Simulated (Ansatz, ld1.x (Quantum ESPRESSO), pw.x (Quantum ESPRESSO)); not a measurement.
## Si: does the ultrasoft potential hold in the solid?

ld1.x (Quantum ESPRESSO) 7.5 input, shortened:

```
&input
   title='Si', zed=14., rel=1, dft='PW', iswitch=3,
   config='[Ne] 3s2 3p2'
 /
 &inputp
   pseudotype=3, tm=.true., lloc=-1, rcloc=1.95,
   nlcc=.false.
 /
4
3S  1  0   2.00   0.00  1.85  2.15  0.0
3S  1  0   0.00  -0.25  1.85  2.15  0.0
3P  2  1   2.00   0.00  1.70  2.05  0.0
3P  2  1   0.00   0.25  1.70  2.05  0.0
 &test
   configts(1)='3s2 3p2'
 /
```

Atomic tests: cutoffs needed: 8 Ry and 15 Ry (the cutoffs (Ry, on a coarse ladder) from which the occupation-weighted sum of valence levels, in a spherical-Bessel basis at the reference potential, stays within 10 and 1 mRy of its value at 400 Ry); ghost test: no extra level below or beside the all-electron valence levels (s, p, d, f tested) (spherical-Bessel basis up to 400 Ry, 20 bohr box); largest excitation error: +218 meV (all-electron minus pseudo) for 3s1 3p0, out of 7 test configurations.

Crystal test: fcc Si in pw.x 7.5, no spin, 15³ k-points, Fermi–Dirac smearing 0.01 Ry, cutoffs 40/600 Ry. The reference is all-electron LAPW (Ansatz 0.2.0) with the same functional, mesh and smearing; V0 and B0 come from Birch–Murnaghan fits to the pressures at five volumes. Errors are pseudo minus all-electron; Δ is the rms difference of the E(V) curves that follow from these fits, minima aligned, over ±6 % about the mean V0. Mesh and smearing are coarse, so the numbers serve the comparison and aren't converged zero-temperature values; the lattice is a test structure that the element need not adopt.

All-electron: a0 = 3.818 Å (V0 = 13.92 Å³/atom), B0 = 90.0 GPa.

**Question.** How far does the potential miss the all-electron equation of state?

**Answer.** mean pressure error (GPa): +8.57. The pressure does not cross zero within the volumes sampled, so no fit is given. This is a poor potential for the solid.

```json
{"V (Å³/atom)": "13.158", "P all-electron (GPa)": "5.68", "P pseudo (GPa)": "15.75"}
{"V (Å³/atom)": "13.504", "P all-electron (GPa)": "2.89", "P pseudo (GPa)": "12.14"}
{"V (Å³/atom)": "13.850", "P all-electron (GPa)": "0.45", "P pseudo (GPa)": "8.95"}
{"V (Å³/atom)": "14.196", "P all-electron (GPa)": "-1.71", "P pseudo (GPa)": "6.11"}
{"V (Å³/atom)": "14.543", "P all-electron (GPa)": "-3.61", "P pseudo (GPa)": "3.60"}
```

**Question.** At the middle volume, how do free energy and pressure move when the wave cutoff is lowered (ecutrho held at 600 Ry)?

**Answer.**

```tsv
cutoff (Ry)	shift of F (meV/atom)	shift of P (GPa)
18	+3.7	-0.15
24	+1.1	-0.01
32	+0.4	-0.01
```

The run at the middle volume (120 k-points, 6 iterations) took about 6.4 s on one core of a shared host (Neoverse-V1, 32 threads, 247 GiB, load 16).
